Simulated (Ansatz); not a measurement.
BaO in the rocksalt structure, relaxed with r2SCAN, was run in the PAW code Ansatz under altered settings. All numbers are computed, without spin polarisation but where a row says otherwise.

```
Ba O
1.0
     0.00000    2.77194    2.77194
     2.77194    0.00000    2.77194
     2.77194    2.77194    0.00000
Ba O
1 1
Cartesian
  0.0000 0.0000 0.0000
  2.7719 2.7719 2.7719
```

The base run's other keys:
```yaml
kpoints:
  mp_grid: { grid: [4, 4, 4] }
hamiltonian:
  xc: hse06
scf:
  occupations: { method: fixed }
  n_extra_bands: 4
```

It takes 11 iterations with 869 plane waves at 420 eV and 8 k points, and leaves a mean stress of -0.49 GPa. The gap over this mesh is 3.320 eV.

Outcomes, with energy and stress as changes against the base:
```tsv
setting	outcome	ΔF (meV/atom)	Δ mean stress (GPa)	gap on the mesh (eV)	iterations
PBE hybrid, exx coeff 0.15, omega 0.1 1/Å	converged	–	+0.6	3.010	10
PBE hybrid, exx coeff 0.5, omega 0.5 1/Å	converged	–	-1.1	3.425	12
PBE hybrid, exx coeff 0.35, omega 0.2078 1/Å	converged	–	-0.6	3.856	12
PBE hybrid, exx coeff 0.3, omega 0.5 1/Å	converged	–	0.0	2.852	12
scf.occupations: methfessel_paxton 0.05	converged	0.0	0.0	3.320	12
scf.occupations: methfessel_paxton 0.2	converged	0.0	0.0	3.320	12
```
A dash marks a value that wasn't obtained or can't be compared. Stress is positive in compression.

- PBE hybrid, exx coeff 0.15, omega 0.1 1/Å. That is 15 % exact exchange, screened with ω = 0.1 1/Å, against HSE06's 25 % screened at 0.208 1/Å. The mean stress moves by +0.6 GPa and the gap on the mesh by -0.309 eV (to 3.010). Totals of different functionals aren't comparable. The program warns that on this mesh the truncation of the exchange isn't bounded, so part of the change can be an error of the mesh.
- PBE hybrid, exx coeff 0.5, omega 0.5 1/Å. That is 50 % exact exchange, screened with ω = 0.5 1/Å, against HSE06's 25 % screened at 0.208 1/Å. The mean stress moves by -1.1 GPa and the gap on the mesh by +0.105 eV (to 3.425). Totals of different functionals aren't comparable.
- PBE hybrid, exx coeff 0.35, omega 0.2078 1/Å. That is 35 % exact exchange, screened with ω = 0.2078 1/Å, against HSE06's 25 % screened at 0.208 1/Å. The mean stress moves by -0.6 GPa and the gap on the mesh by +0.536 eV (to 3.856). Totals of different functionals aren't comparable.
- PBE hybrid, exx coeff 0.3, omega 0.5 1/Å. That is 30 % exact exchange, screened with ω = 0.5 1/Å, against HSE06's 25 % screened at 0.208 1/Å. The mean stress moves by 0.0 GPa and the gap on the mesh by -0.467 eV (to 2.852). Totals of different functionals aren't comparable.

Within 1 meV an atom, 0.1 GPa and 0.005 eV of the base stay: scf.occupations: methfessel_paxton 0.05; scf.occupations: methfessel_paxton 0.2.

Spin-orbit coupling is left out.

The program warns that its thresholds are loose for a hybrid's stress.

The meshes of the hybrids are coarse, so their gaps aren't converged to the digits shown.
